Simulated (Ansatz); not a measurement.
The system is Re.

```
Re
1.0
     2.76080    0.00000    0.00000
    -1.38040    2.39092    0.00000
     0.00000    0.00000    4.45820
Re
2
Direct
  0.66667 0.33333 0.75000
  0.33333 0.66667 0.25000
```

Base run:

```yaml
Program: Ansatz 0.2.0
Functional: LDA
Potentials_or_basis: all-electron LAPW, scalar-relativistic
Cutoff: 281 eV
Density_cutoff: 1123 eV
Basis_error_allowed: 0.001 eV/atom
k_mesh: 11 × 11 × 6
Occupations: fermi-dirac, width 0.05 eV
Spin: no spin polarisation
```

Its results: pressure -10.0 GPa.

Problem. The run is repeated on the same cell with these changes: functional from LDA to PBE. What comes out?

Solution. Pressure 6.1 GPa.

PBE binds less tightly than LDA, so the same cell stands under more pressure.

Not every run made on this cell is shown here.
